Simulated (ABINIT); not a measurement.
# W in ABINIT: further runs

One slab, W, is run at these levels: PBE, LDA; tasks: relaxation of the atoms, single point.

Program: ABINIT 10.8.3 (patched build). These are calculated values, not measurements. Logs are shortened: lines on timing, memory, paths and dates and some standing lists are left out, and cuts for length are marked. The log counts tension as positive stress, the text compression.

## 1. Starting point

The cell holds a slab with vacuum, 6 atoms: a = 2.871 Å, b = 2.871 Å, c = 25.150 Å, α = 90.00°, β = 90.00°, γ = 90.00°.

## 2. Relaxation of the atoms, PBE

run.abi reads:

```
# Pseudopotentials
pp_dirpath "./"
pseudos "W.GGA_PBE-JTH.xml"

# Structure
acell 3*1.0
rprim
     5.4251269187     0.0000000000     0.0000000000
     0.0000000000     5.4251269187     0.0000000000
     0.0000000000     0.0000000000    47.5266120343
ntypat 1
znucl 74
natom 6
typat 1 1 1 1 1 1
xred
     0.5000000000     0.5000000000     0.2982107356
     0.0000000000     0.0000000000     0.3789264414
     0.5000000000     0.5000000000     0.4596421471
     0.0000000000     0.0000000000     0.5403578529
     0.5000000000     0.5000000000     0.6210735586
     0.0000000000     0.0000000000     0.7017892644
chkprim 0
chksymtnons 0
tolsym 1.0e-6

# Plane-wave basis
ecut 16.0
pawecutdg 32.0
pawxcdev 0

# k points
kptopt 1
ngkpt 9 9 1
nshiftk 1
shiftk 0.0 0.0 0.0

# Exchange and correlation
ixc 11

# Bands and occupations
nband 51
occopt 3
tsmear 0.00183747

# SCF cycle
nstep 120
tolvrs 1.0e-9

# Output
iomode 3
prtwf 0
prtden 0
prteig 0
prtebands 0
enunit 1

# Relaxation
ionmov 2
ntime 60
tolmxf 0.0002
```

Potentials or basis: JTH PAW PBE v2.0.

On the command line:

```
> mpirun --bind-to none -np 4 abinit run.abi > log 2>&1
```

run.abo:

```text
.Version 10.8.3 of ABINIT
 Symmetries : space group P4/n m m (#129); Bravais tP (primitive tetrag.)
================================================================================
 Values of the parameters that define the memory need of the present run
     intxc =       0    ionmov =       2      iscf =      17    lmnmax =      18
     lnmax =       6     mgfft =     180  mpssoang =       3    mqgrid =   12103
     natom =       6  nloc_mem =       2    nspden =       1   nspinor =       1
    nsppol =       1      nsym =      16    n1xccc =       1    ntypat =       1
    occopt =       3   xclevel =       2
       mpw =        4311          nfft =       72000          nkpt =          15
Pmy_natom=         2
 PAW method is used; the additional fine FFT grid is defined by:
   mgfftf=       250    nfftf =    225000
================================================================================
================================================================================

--------------------------------------------------------------------------------
------------- Echo of variables that govern the present computation ------------
--------------------------------------------------------------------------------
 -outvars: echo values of preprocessed input variables --------
            acell      1.0000000000E+00  1.0000000000E+00  1.0000000000E+00 Bohr
              amu      1.83850000E+02
          chkprim           0
      chksymtnons           0
             ecut      1.60000000E+01 Hartree
           enunit           1
           ionmov           2
              ixc          11
         kptrlatt        9    0    0      0    9    0      0    0    1
          kptrlen      4.88261423E+01
            natom           6
            nband          51
            ngfft          20      20     180
          ngfftdg          30      30     250
             nkpt          15
            nstep         120
             nsym          16
            ntime          60
           ntypat           1
           occopt           3
        pawecutdg      3.20000000E+01 Hartree
         pawxcdev           0
           prtden           0
        prtebands           0
           prteig           0
            prtwf           0
            rprim      5.4251269187E+00  0.0000000000E+00  0.0000000000E+00
                       0.0000000000E+00  5.4251269187E+00  0.0000000000E+00
                       0.0000000000E+00  0.0000000000E+00  4.7526612034E+01
          spgroup         129
           tolmxf      2.00000000E-04
           tolsym      1.00000000E-06
           tolvrs      1.00000000E-09
           tsmear      1.83747000E-03 Hartree
            typat      1  1  1  1  1  1
           useylm           1
           xangst      1.4354267648E+00  1.4354267648E+00  7.4999999952E+00
                       0.0000000000E+00  0.0000000000E+00  9.5299999947E+00
                       1.4354267648E+00  1.4354267648E+00  1.1559999992E+01
                       0.0000000000E+00  0.0000000000E+00  1.3589999991E+01
                       1.4354267648E+00  1.4354267648E+00  1.5619999988E+01
                       0.0000000000E+00  0.0000000000E+00  1.7649999988E+01
            xcart      2.7125634593E+00  2.7125634593E+00  1.4172945935E+01
                       0.0000000000E+00  0.0000000000E+00  1.8009089970E+01
                       2.7125634593E+00  2.7125634593E+00  2.1845234000E+01
                       0.0000000000E+00  0.0000000000E+00  2.5681378034E+01
                       2.7125634593E+00  2.7125634593E+00  2.9517522064E+01
                       0.0000000000E+00  0.0000000000E+00  3.3353666099E+01
             xred      5.0000000000E-01  5.0000000000E-01  2.9821073560E-01
                       0.0000000000E+00  0.0000000000E+00  3.7892644140E-01
                       5.0000000000E-01  5.0000000000E-01  4.5964214710E-01
                       0.0000000000E+00  0.0000000000E+00  5.4035785290E-01
                       5.0000000000E-01  5.0000000000E-01  6.2107355860E-01
                       0.0000000000E+00  0.0000000000E+00  7.0178926440E-01
            znucl       74.00000

================================================================================

 chkinp: Checking input parameters for consistency.

================================================================================
== DATASET  1 ==================================================================

--- !DatasetInfo
iteration_state: {dtset: 1, }
dimensions: {natom: 6, nkpt: 15, mband: 51, nsppol: 1, nspinor: 1, nspden: 1, mpw: 4311, }
cutoff_energies: {ecut:  16.0, pawecutdg:  32.0, }
electrons: {nelect:   8.40000000E+01, charge:   0.00000000E+00, occopt:   3.00000000E+00, tsmear:   1.83747000E-03, }
[... 1798 lines left out ...]
    3       0.000000000000      0.000000000000     -0.002211861553
    4      -0.000000000000     -0.000000000000      0.002211861553
    5       0.000000000000      0.000000000000      0.002206328423
    6      -0.000000000000     -0.000000000000     -0.002990538636

 cartesian coordinates (angstrom) at end:
    1      1.43542676484242     1.43542676484242     7.74597518080449
    2     -0.00000000000000    -0.00000000000000     9.69684354031880
    3      1.43542676484242     1.43542676484242    11.63270705048313
    4     -0.00000000000000    -0.00000000000000    13.51729293243464
    5      1.43542676484242     1.43542676484242    15.45315644259897
    6     -0.00000000000000    -0.00000000000000    17.40402480211328

 cartesian forces (hartree/bohr) at end:
    1     -0.00000000000000    -0.00000000000000    -0.00006292345505
    2     -0.00000000000000     0.00000000000000     0.00004642301079
    3     -0.00000000000000    -0.00000000000000     0.00004653943250
    4      0.00000000000000     0.00000000000000    -0.00004653943250
    5     -0.00000000000000    -0.00000000000000    -0.00004642301079
    6      0.00000000000000     0.00000000000000     0.00006292345505
 frms,max,avg= 3.0332190E-05 6.2923455E-05   0.000E+00  0.000E+00  0.000E+00 h/b

 cartesian forces (eV/Angstrom) at end:
    1     -0.00000000000000    -0.00000000000000    -0.00323565415369
    2     -0.00000000000000     0.00000000000000     0.00238716719512
    3     -0.00000000000000    -0.00000000000000     0.00239315383982
    4      0.00000000000000     0.00000000000000    -0.00239315383982
    5     -0.00000000000000    -0.00000000000000    -0.00238716719512
    6      0.00000000000000     0.00000000000000     0.00323565415369
 frms,max,avg= 1.5597439E-03 3.2356542E-03   0.000E+00  0.000E+00  0.000E+00 e/A
 length scales=  1.000000000000  1.000000000000  1.000000000000 bohr
              =  0.529177210544  0.529177210544  0.529177210544 angstroms
 Fermi (or HOMO) energy (eV) =   1.98058   Average Vxc (eV)=  -7.09256
 Eigenvalues (   eV  ) for nkpt=  15  k points:
 kpt#   1, nband= 51, wtk=  0.01235, kpt=  0.0000  0.0000  0.0000 (reduced coord)
 -71.91818  -71.91807  -71.68241  -71.66707  -71.58585  -71.49767  -36.47786  -36.42260
 -36.19954  -35.91618  -35.84701  -35.84701  -35.82941  -35.82941  -35.70670  -35.70670
 -35.63288  -35.58499  -35.58499  -35.46250  -35.46250  -35.33069  -35.29921  -35.29921
  -6.88567   -5.87566   -4.54554   -3.59850   -3.36351   -3.18126   -2.71778   -2.12793
  -1.38167   -0.35354    0.60059    1.16542    1.32478    1.32478    1.36192    1.52184
   1.95047    1.95047    2.87094    2.89560    2.89560    3.23017    3.83360    4.19771
   4.22673    4.22673    4.62578
 prteigrs : prtvol=0 or 1, do not print more k-points.

--- !EnergyTerms
iteration_state     : {dtset: 1, itime: 13, icycle: 1, }
comment             : Components of total free energy in Hartree
kinetic             :  4.08254773478827E+01
hartree             :  1.80219576907456E+03
xc                  : -4.57742918464061E+01
Ewald energy        :  1.42703672767768E+03
psp_core            :  1.69606102700491E+01
local_psp           : -3.67579761376963E+03
PAW spherical_terms :  2.05909490521888E+01
internal            : -4.13962372193668E+02
'-kT*entropy'       : -2.06883295041779E-03
total_energy        : -4.13964441026619E+02
total_energy_eV     : -1.12645462968769E+04
...

--- !EnergyTermsDC
iteration_state     : {dtset: 1, itime: 13, icycle: 1, }
comment             : '"Double-counting" decomposition of free energy'
band_energy         : -8.00461711871937E+01
Ewald energy        :  1.42703672767768E+03
psp_core            :  1.69606102700491E+01
xc_dc               : -1.82277418478367E+03
PAW spherical_terms :  4.48606224584159E+01
internal            : -4.13962395564715E+02
'-kT*entropy'       : -2.06883295041779E-03
total_energy_dc     : -4.13964464397666E+02
total_energy_dc_eV  : -1.12645469328355E+04
...

--- !EnergyTermsWithPAWCore
iteration_state     : {dtset: 1, itime: 13, icycle: 1, }
comment             : 'Components of total free energy, including PAW core contributions'
Total energy        : -9.68573603694873E+04
Total energy DC     : -9.68573603928584E+04
Total energy (eV)   : -2.63562304378029E+06
Total energy DC (eV): -2.63562304441625E+06
...

 rms coord change=  4.0555E-03   atom, delta coord (reduced):
     1        0.000000000000      0.000000000000      0.009780325476
     2       -0.000000000000     -0.000000000000      0.006633938199
     3        0.000000000000      0.000000000000      0.002890936732
     4       -0.000000000000     -0.000000000000     -0.002890936732
     5        0.000000000000      0.000000000000     -0.006633938199
     6       -0.000000000000     -0.000000000000     -0.009780325476

 Cartesian components of stress tensor (hartree/bohr^3)
  sigma(1 1)=  5.70908635E-05  sigma(3 2)=  0.00000000E+00
  sigma(2 2)=  5.70908635E-05  sigma(3 1)=  0.00000000E+00
  sigma(3 3)=  1.99788293E-05  sigma(2 1)=  0.00000000E+00

-Cartesian components of stress tensor (GPa)         [Pressure= -1.3157E+00 GPa]
- sigma(1 1)=  1.67967120E+00  sigma(3 2)=  0.00000000E+00
- sigma(2 2)=  1.67967120E+00  sigma(3 1)=  0.00000000E+00
- sigma(3 3)=  5.87797452E-01  sigma(2 1)=  0.00000000E+00

== END DATASET(S) ==============================================================
================================================================================

 -outvars: echo values of variables after computation  --------
            acell      1.0000000000E+00  1.0000000000E+00  1.0000000000E+00 Bohr
           etotal     -4.1396446440E+02
            fcart     -4.6530798902E-30 -4.6773146813E-30 -6.2923455051E-05
                      -0.0000000000E+00  2.6658270204E-31  4.6423010794E-05
                      -2.3265399451E-30 -2.3507747362E-30  4.6539432498E-05
                       2.3265399451E-30  2.3023051540E-30 -4.6539432498E-05
                      -0.0000000000E+00 -2.4234791095E-32 -4.6423010794E-05
                       4.6530798902E-30  4.4834363525E-30  6.2923455051E-05
            rprim      5.4251269187E+00  0.0000000000E+00  0.0000000000E+00
                       0.0000000000E+00  5.4251269187E+00  0.0000000000E+00
                       0.0000000000E+00  0.0000000000E+00  4.7526612034E+01
           strten      5.7090863536E-05  5.7090863536E-05  1.9978829314E-05
                       0.0000000000E+00  0.0000000000E+00  0.0000000000E+00
           xangst      1.4354267648E+00  1.4354267648E+00  7.7459751808E+00
                      -1.0421424917E-16 -1.1348831847E-16  9.6968435403E+00
                       1.4354267648E+00  1.4354267648E+00  1.1632707050E+01
                      -1.0421424917E-16 -1.1348831847E-16  1.3517292932E+01
                       1.4354267648E+00  1.4354267648E+00  1.5453156443E+01
                      -1.0421424917E-16 -1.1348831847E-16  1.7404024802E+01
             xred      5.0000000000E-01  5.0000000000E-01  3.0799106108E-01
                      -3.6300789329E-17 -3.9531211642E-17  3.8556037960E-01
                       5.0000000000E-01  5.0000000000E-01  4.6253308383E-01
                      -3.6300789329E-17 -3.9531211642E-17  5.3746691617E-01
                       5.0000000000E-01  5.0000000000E-01  6.1443962040E-01
                      -3.6300789329E-17 -3.9531211641E-17  6.9200893892E-01
 Calculation completed.
```

Wall time 24 min (4 MPI ranks of Arm Neoverse V1, shared host); peak memory 0.64 GiB.

Results:

```
Free energy                                           : -11264.5469 eV
Energy gained by relaxing                             : 11.4 meV/atom
Ionic steps                                           : 13
Largest force after relaxing                          : 0.003 eV/Å
Band gap on the k mesh                                : none (metal or under the smearing width)
Valence electrons inside the program's atomic spheres : W 11.59, 11.73, 11.78 (radii [1.2763] Å)
```

Forces on the atoms (eV/Å):
```
W    0.000  0.000 -0.003
W    0.000  0.000  0.002
W    0.000  0.000  0.002
W    0.000  0.000 -0.002
W    0.000  0.000 -0.002
W    0.000  0.000  0.003
```

The path:
```
step  energy change (eV)  largest force (eV/Å)  pressure (GPa)
   1              0.0000                0.2601           -6.88
   2             -0.0015                0.2459           -6.89
   3             -0.0123                0.3024           -6.05
   4             -0.0149                0.3287           -5.86
   5             -0.0290                0.3359           -4.59
   6             -0.0359                0.2417           -3.76
   7             -0.0410                0.3131           -3.21
   8             -0.0477                0.4045           -2.43
   9             -0.0557                0.4472           -0.82
  10             -0.0620                0.3151           -0.84
  11             -0.0680                0.0514           -1.13
  12             -0.0681                0.0147           -1.21
  13             -0.0681                0.0032           -1.32
```

Final structure:
```
CELL_PARAMETERS angstrom
2.87085 0.00000 0.00000
0.00000 2.87085 0.00000
0.00000 0.00000 25.15000
ATOMIC_POSITIONS crystal
W 0.50000 0.50000 0.30799
W 0.00000 0.00000 0.38556
W 0.50000 0.50000 0.46253
W 0.00000 0.00000 0.53747
W 0.50000 0.50000 0.61444
W 0.00000 0.00000 0.69201
```

The run has no spin-orbit coupling, so splittings on W are missing.

## 3. Single point, LDA

run.abi: that of step 2 with these lines changed.

```diff
@@ -1,6 +1,4 @@
-# Pseudopotentials
 pp_dirpath "./"
-pseudos "W.GGA_PBE-JTH.xml"
+pseudos "W.LDA_PW-JTH.xml"
 
-# Structure
 acell 3*1.0
@@ -25,8 +23,5 @@
 
-# Plane-wave basis
-ecut 16.0
+ecut 435.382180 eV
 pawecutdg 32.0
-pawxcdev 0
 
-# k points
 kptopt 1
@@ -36,11 +31,8 @@
 
-# Exchange and correlation
-ixc 11
+ixc 7
 
-# Bands and occupations
 nband 51
 occopt 3
-tsmear 0.00183747
+tsmear 0.05 eV
 
-# SCF cycle
 nstep 120
@@ -48,3 +40,2 @@
 
-# Output
 iomode 3
@@ -55,6 +46,2 @@
 enunit 1
-
-# Relaxation
-ionmov 2
-ntime 60
-tolmxf 0.0002
+prtvol 2
```

Potentials or basis: JTH PAW LDA v2.0.

On the command line:

```
> mpirun --bind-to none -np 4 abinit run.abi > log 2>&1
```

Run time: 2 min. Hardware: 4 MPI ranks of Arm Neoverse V1, shared host; peak memory 0.52 GiB.

The run converged. Its results:

- Free energy: -11313.3223 eV
- Largest force: 1.011 eV/Å
- Band gap on the k mesh: none (metal or under the smearing width)
- Valence electrons inside the program's atomic spheres: W 11.55, 11.66, 11.70 (radii [1.2763] Å)

Forces in eV/Å, atoms in the order of the input:
```
W    0.000  0.000  1.011
W    0.000  0.000 -0.061
W    0.000  0.000  0.042
W    0.000  0.000 -0.042
W    0.000  0.000  0.061
W    0.000  0.000 -1.011
```

Levels at points of the mesh, in eV from the Fermi level:
```csv
k point,band 38,band 39,band 40,band 41,band 42,band 43,band 44,band 45,band 46,band 47
"(0.00, 0.00, 0.00)",-0.67,-0.42,-0.42,0.10,0.10,0.30,0.81,1.04,1.04,1.37
```

The run has no spin-orbit coupling, so splittings on W are missing.
